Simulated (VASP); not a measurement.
# Mn₃Sn: convergence, density of states

Mn₃Sn, Fm-3m (no. 225), 4 atoms in the cell. PBEsol; PAW potentials Sn_d, Mn_pv (PBE set). VASP 6.6.1.

Wanted: density of states by 0.5 eV bins within 8 %; centre of the states within 12 eV below the valence top within 0.03 eV; states at the Fermi level within 8 %.

What the run is for: density of states; Accuracy asked: standard; k mesh of the density: 9 × 9 × 9.

POSCAR:
```
Mn3Sn
1.0
    0.0000000000      3.0604960000      3.0604960000
    3.0604960000      0.0000000000      3.0604960000
    3.0604960000      3.0604960000      0.0000000000
Sn Mn
1 3
Direct
    0.0000000000      0.0000000000      0.0000000000
    0.5000000000      0.5000000000      0.5000000000
    0.2500000000      0.2500000000      0.2500000000
    0.7500000000      0.7500000000      0.7500000000
```

The series start from Plane-wave cutoff (eV): 310; k-point mesh: 10 × 10 × 10; Energy points (NEDOS): 2001; Occupations for the DOS: ISMEAR=-5; Electronic threshold (eV): 1e-6; Precision mode (PREC): Accurate. Each series keeps the choices made before it, and each single choice may use up half of a tolerance. Times cover all steps of a run.

## Plane-wave cutoff (eV)

| Plane-wave cutoff (eV) | Density of states by 0.5 eV bins, largest deviation against the largest value | Centre of the states within 12 eV below the valence top (eV) | States at the Fermi level (states/eV/atom) | Time (s) |
|---|---|---|---|---|
| 220 | 4.2 % | -2.572 | 0.8081 | 16 |
| 270 | 2.3 % | -2.604 | 0.774 | 18 |
| 310 | 0.67 % | -2.606 | 0.7768 | 23 |
| 350 | 0.55 % | -2.605 | 0.7769 | 26 |
| 430 | 0.67 % | -2.605 | 0.7773 | 31 |
| 540 (reference) | 0 % | -2.605 | 0.7775 | 51 |

Chosen: 270, the loosest value from which every tighter one stays within half of the tolerance.

## k-point mesh

| k-point mesh | Density of states by 0.5 eV bins, largest deviation against the largest value | Centre of the states within 12 eV below the valence top (eV) | States at the Fermi level (states/eV/atom) | Time (s) |
|---|---|---|---|---|
| 4 × 4 × 4 | 9.8 % | -2.596 | 0.422 | 12 |
| 6 × 6 × 6 | 10 % | -2.584 | 0.871 | 14 |
| 7 × 7 × 7 | 3.4 % | -2.590 | 0.7054 | 14 |
| 9 × 9 × 9 | 2.6 % | -2.595 | 0.7425 | 16 |
| 10 × 10 × 10 | 1.9 % | -2.604 | 0.774 | 18 |
| 12 × 12 × 12 | 1.1 % | -2.609 | 0.7411 | 19 |
| 15 × 15 × 15 | 0.57 % | -2.607 | 0.7543 | 24 |
| 18 × 18 × 18 (reference) | 0 % | -2.611 | 0.7782 | 32 |

Chosen: 15 × 15 × 15.

## Energy points (NEDOS)

| Energy points (NEDOS) | Density of states by 0.5 eV bins, largest deviation against the largest value | Centre of the states within 12 eV below the valence top (eV) | States at the Fermi level (states/eV/atom) | Time (s) |
|---|---|---|---|---|
| 301 | 22 % | -2.474 | 0.7584 | 23 |
| 501 | 8.5 % | -2.559 | 0.7005 | 23 |
| 1001 | 1 % | -2.604 | 0.7365 | 22 |
| 2001 | 0.42 % | -2.607 | 0.7543 | 24 |
| 4001 (reference) | 0 % | -2.610 | 0.7638 | 23 |

Chosen: 1001.

## Occupations for the DOS

| Occupations for the DOS | Density of states by 0.5 eV bins, largest deviation against the largest value | Centre of the states within 12 eV below the valence top (eV) | States at the Fermi level (states/eV/atom) | Time (s) |
|---|---|---|---|---|
| ISMEAR=-5 | 0 % | -2.604 | 0.7365 | 22 |
| ISMEAR=-4 | 0 % | -2.604 | 0.7365 | 22 |
| ISMEAR=0 SIGMA=0.05 | 4.4 % | -2.608 | 0.7912 | 22 |
| ISMEAR=0 SIGMA=0.1 | 5.6 % | -2.619 | 0.8449 | 21 |
| ISMEAR=-15 SIGMA=0.025 | 0.76 % | -2.609 | 0.7365 | 21 |
| ISMEAR=1 SIGMA=0.1 | 4.7 % | -2.611 | 0.7763 | 21 |

Chosen: ISMEAR=-5; no other choice that stays within half of the tolerance saves 30 % of the time.

## Electronic threshold (eV)

| Electronic threshold (eV) | Density of states by 0.5 eV bins, largest deviation against the largest value | Centre of the states within 12 eV below the valence top (eV) | States at the Fermi level (states/eV/atom) | Time (s) |
|---|---|---|---|---|
| 0.001 | 0.89 % | -2.599 | 0.7462 | 17 |
| 0.0001 | 0.19 % | -2.604 | 0.737 | 19 |
| 1e-5 | 0.11 % | -2.604 | 0.7363 | 20 |
| 1e-6 (reference) | 0 % | -2.604 | 0.7365 | 22 |

Chosen: 0.001.

## Precision mode (PREC)

| Precision mode (PREC) | Density of states by 0.5 eV bins, largest deviation against the largest value | Centre of the states within 12 eV below the valence top (eV) | States at the Fermi level (states/eV/atom) | Time (s) |
|---|---|---|---|---|
| Normal | 0.13 % | -2.599 | 0.7463 | 11 |
| Accurate (reference) | 0 % | -2.599 | 0.7462 | 17 |

Chosen: Normal.

## All choices together

| Input | Density of states by 0.5 eV bins, largest deviation against the largest value | Centre of the states within 12 eV below the valence top (eV) | States at the Fermi level (states/eV/atom) | Time (s) |
|---|---|---|---|---|
| defaults for smearing, thresholds and mesh (naive) | 31 % | -2.615 | 1.458 | 16 |
| chosen settings | 1.5 % | -2.599 | 0.7463 | 11 |
| reference settings throughout | 0 % | -2.613 | 0.7898 | 84 |

The tolerance is met.

## The input

INCAR.step1:
```
GGA = PS ; ISPIN = 2
MAGMOM = 0 4 4 4 ; LORBIT = 11
ISMEAR = 1 ; SIGMA = 0.1
LWAVE = False ; LCHARG = True
NBANDS = 52 ; PREC = Normal
LASPH = True ; LREAL = False
ALGO = Normal ; EDIFF = 0.001
NELM = 200 ; GGA_COMPAT = False
ENCUT = 270 ; LMAXMIX = 4
KPAR = 8
```

INCAR.step2, as INCAR.step1 but for:
```
- ISMEAR = 1
- SIGMA = 0.1
- LCHARG = True
+ ISMEAR = -5
+ LCHARG = False
+ NEDOS = 1001
+ EMIN = -7.2289
+ EMAX = 17.7711
+ ICHARG = 11
```

KPOINTS.step1:
```
k-points
0
Gamma
  9 9 9
```

KPOINTS.step2:
```
Automatic mesh
0
Gamma
  15 15 15
  0 0 0
```

Commands (each step's output is kept before the next begins):
```
cat potpaw_PBE.64/Sn_d/POTCAR potpaw_PBE.64/Mn_pv/POTCAR > POTCAR
cp INCAR.step1 INCAR
cp KPOINTS.step1 KPOINTS
mpirun -np 8 vasp_std > vasp.out
cp INCAR.step2 INCAR
cp KPOINTS.step2 KPOINTS
mpirun -np 8 vasp_std > vasp.out
```

Limits: The moments start parallel; another order may lie lower.

The chosen input took VASP 6.6.1 11 s on 8 cores (AMD EPYC 9R45 (Zen 5)), a shared host.

## An input that fails: tetrahedra on too few k points

VASP's message: IBZKPT: tetrahedron method fails for NKPT<4. NKPT = 1.

k mesh: 10 × 10 × 10 becomes 1 × 1 × 1.

Changes against the starting input:
```
(step 2)
- NELM = 200
- KPAR = 8
+ NELM = 78
```
